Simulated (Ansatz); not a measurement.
# Ga under changes of volume

One of the cells (18.191 Å³/atom); the others are scaled copies at fixed shape and fractional positions:

```xyz
2
Lattice="2.7784 0.0000 0.0000 0.0000 3.2816 0.0000 -1.3434 0.0000 3.9903" Properties=species:S:1:pos:R:3 pbc="T T T"
Ga   -0.6607    2.4612    3.0732
Ga    2.0957    0.8204    0.9171
```

This isn't the form of Ga at room conditions, which is orthorhombic.

```yaml
Program: Ansatz 0.2.0
Functional: LDA
Potentials_or_basis: Ansatz PAW
Cutoff: "420 eV (not typed: the program's choice for these potentials)"
k_mesh: 10 × 8 × 7
Occupations: fermi-dirac, width 0.05 eV
Spin: no spin polarisation
```

```csv
volume (Å³/atom),energy over the lowest point (meV/atom),pressure (GPa),largest force (eV/Å)
17.100,0.66,1.0,0.089
17.463,0.00,-0.4,0.081
17.827,2.42,-1.7,0.073
18.191,?,?,?
18.555,14.91,-3.8,0.057
18.919,24.53,-4.7,0.049
19.283,36.07,-5.5,0.043
```

**Question.** What does the run at 18.191 Å³/atom give?

**Answer.** Energy over the lowest point 7.48 meV/atom; pressure -2.8 GPa; largest force 0.065 eV/Å.

Worked out: A Birch-Murnaghan fit of order 3 (a polynomial in V^(-2/3)) to the other rows has its minimum at 17.35 Å³/atom with B0 = V·E''(V) = 65 GPa and B' = 4.3 at fixed shape and positions, which overstates the stiffness. It gives 7.46 meV/atom at 18.191 Å³/atom, against the run's 7.48, and -dE/dV = -2.8 GPa, against -2.8.

Energies are extrapolated to zero smearing.

Caveats: the PAW data sets come from PBE, with cores solved anew for the run's functional, which leaves a small shift of forces and pressure.
